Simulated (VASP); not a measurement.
Here is a VASP 6.6.1 calculation.

Contents of INCAR:

```
ALGO = Normal
EDIFF = 1E-7
EDIFFG = -0.005
ENCUT = 580
GGA = PS
IBRION = 2
ISIF = 3
ISMEAR = 0
LASPH = True
LCHARG = False
LREAL = False
LWAVE = False
NELM = 60
NSW = 90
PREC = Accurate
SIGMA = 0.02
```

KPOINTS

```
k-points
0
Gamma
  14 14 14
```

File POSCAR:

```
GaN
1.0
    0.0000000000      2.1352350000      2.1352350000
    2.1352350000      0.0000000000      2.1352350000
    2.1352350000      2.1352350000      0.0000000000
Ga N
1 1
Direct
    0.0000000000      0.0000000000      0.0000000000
    0.5000000000      0.5000000000      0.5000000000
```

Potentials or basis: VASP PAW PBE potentials, release 64 (Ga, N).

Run with:

```bash
$ cat potpaw_PBE.64/Ga/POTCAR potpaw_PBE.64/N/POTCAR > POTCAR
$ mpirun -np 1 vasp_std > vasp.out
```

Q: Estimate the relaxed volume.

A: 9.51 Å³/atom.

Q: What does it give for the relaxed cell?

A: a = 2.997 Å, b = 2.997 Å, c = 2.997 Å, α = 60.00°, β = 60.00°, γ = 60.00°.

Q: What does it give for the space group after relaxing (to 0.05 Å)?

A: Fm-3m (No. 225).

The path:
| step | energy change (eV) | largest force (eV/Å) | pressure (GPa) | volume (Å³) |
| --- | --- | --- | --- | --- |
| 1 | 0.0000 | 0.0000 | -5.54 | 19.47 |
| 2 | 0.0025 | 0.0000 | 7.01 | 18.54 |
| 3 | -0.0079 | 0.0000 | -0.02 | 19.03 |

Caveat: the PAW data sets were made with another functional, which shifts forces and pressure a little.
